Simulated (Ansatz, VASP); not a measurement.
## Na: VASP beside Ansatz

```xyz
4
Lattice="3.7196 0.0000 0.0000 -1.8598 3.2213 0.0000 0.0000 0.0000 26.0926" Properties=species:S:1:pos:R:3 pbc="T T T"
Na    1.8598    1.0738    8.5000
Na    0.0000    2.1475   11.5309
Na    1.8598    1.0738   14.5617
Na    0.0000    2.1475   17.5926
```

Alike in both runs: functional PBEsol; k mesh 9 × 9 × 1; occupations gaussian, width 0.1 eV; no spin polarisation.

Ansatz relaxed the structure, and its values are those at the end. VASP's run is a single point on that final structure, the one shown.

```csv
,VASP,Ansatz
version,VASP 6.6.1,Ansatz 0.2.0
potentials or method,"VASP PAW PBE potentials, release 64 (Na_pv)","scalar-relativistic, plane waves, PAW"
plane-wave cutoff (eV),520,420
valence electrons in the cell,28,36
```

```tsv
	VASP	Ansatz	Ansatz less VASP
gap on the k mesh at the Fermi level (eV)	none	none	-
rms of the force components (eV/Å)	0.010	0.010	+0.0006
work function, face that differs most (eV)	2.93	2.93	-0.001
```

A gap of «none» marks a metal or a gap that the smearing closes. The functional is the same, so the differences come from potentials, cutoffs and numerics. The two sets of potentials don't hold the same shells in valence.

Caveats: the PAW data sets were made with another functional, which shifts forces and pressure a little (VASP).
